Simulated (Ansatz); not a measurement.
# SiNi: properties at the relaxed cell

An exercise on one series of results from a longer session: the logs are not shown, and one member is left open.

Program: Ansatz 0.2.0. Level of theory: DFT PBE, scalar-relativistic, plane waves, PAW. These are calculated values, not measurements.

### The structure to begin with

The structure is cubic, space group P2_13 (No. 198). The conventional cell has a = 4.519 Å, b = 4.519 Å, c = 4.519 Å, α = 90.00°, β = 90.00°, γ = 90.00°. Si (site symmetry 3) has 7 Ni at 2.37 to 2.45 Å as nearest neighbours. Around Ni (site symmetry 3) lie 7 Si at 2.37 to 2.45 Å.

As a file:

```
CELL_PARAMETERS angstrom
4.51860 0.00000 0.00000
0.00000 4.51860 0.00000
0.00000 0.00000 4.51860
ATOMIC_POSITIONS crystal
Si 0.65351 0.15351 0.34649
Si 0.15351 0.34649 0.65351
Si 0.34649 0.65351 0.15351
Si 0.84649 0.84649 0.84649
Ni 0.35103 0.85103 0.64897
Ni 0.85103 0.64897 0.35103
Ni 0.64897 0.35103 0.85103
Ni 0.14897 0.14897 0.14897
```

It goes back to an entry of the Materials Project.

This cell was relaxed beforehand with the same method: volume 11.53 Å³/atom, gap on the mesh none (metal).

Set-up of the first run:

input.yaml reads:

```yaml
crystal:
  lattice:
    - [4.5186046085, 0.0, 0.0]
    - [0.0, 4.5186046085, 0.0]
    - [0.0, 0.0, 4.5186046085]
  atoms:
    - { symbol: Si, position: [0.6535143069, 0.1535143069, 0.3464856931] }
    - { symbol: Si, position: [0.1535143069, 0.3464856931, 0.6535143069] }
    - { symbol: Si, position: [0.3464856931, 0.6535143069, 0.1535143069] }
    - { symbol: Si, position: [0.8464856931, 0.8464856931, 0.8464856931] }
    - { symbol: Ni, position: [0.3510316317, 0.8510316317, 0.6489683683] }
    - { symbol: Ni, position: [0.8510316317, 0.6489683683, 0.3510316317] }
    - { symbol: Ni, position: [0.6489683683, 0.3510316317, 0.8510316317] }
    - { symbol: Ni, position: [0.1489683683, 0.1489683683, 0.1489683683] }
basis:
  ecutwfc: 420
kpoints:
  mp_grid: { grid: [8, 8, 8] }
hamiltonian:
  xc: pbesol
scf:
  occupations: { method: gaussian, width: 0.1 }
output:
  forces: true
  stress: true
  eigenvalues: true
relax:
  adjacent_minimum: "off"
  f_tol: 0.005
  max_steps: 50
  cell: { stress_tol: 0.05 }
```

Started as:

```bash
> ansatz run input.yaml --threads 2 --pin off --max-ram 5120MiB --backend cpu --events-out ev --progress --plain --runs-dir out
```

Steps of the session up to this table: The cell under PBEsol; Relaxing with PBE+D3(BJ); Relaxing with LDA; The cell under r2SCAN.

One table of the session follows, with a row left open; its other results are not shown here.

| functional | a (Å) | b (Å) | c (Å) | volume (Å³/atom) |
| --- | --- | --- | --- | --- |
| PBE | 4.519 | 4.519 | 4.519 | 11.53 |
| PBEsol | 4.468 | 4.468 | 4.468 | 11.15 |
| PBE+D3(BJ) | ? | ? | ? | ? |
| LDA | 4.431 | 4.431 | 4.431 | 10.87 |
| r2SCAN | 4.465 | 4.465 | 4.465 | 11.13 |

Q: Estimate the row for PBE+D3(BJ) from the others.

**Answer.** a (Å): 4.462; b (Å): 4.462; c (Å): 4.462; volume (Å³/atom): 11.11. In the column «a (Å)» it lies between LDA (4.431) and r2SCAN (4.465).

The volumes rise in the order LDA, PBE+D3(BJ), r2SCAN, PBEsol, PBE, over 6.1 %. Spin polarisation is off in the runs that give these values; a magnetic solution could lie lower.
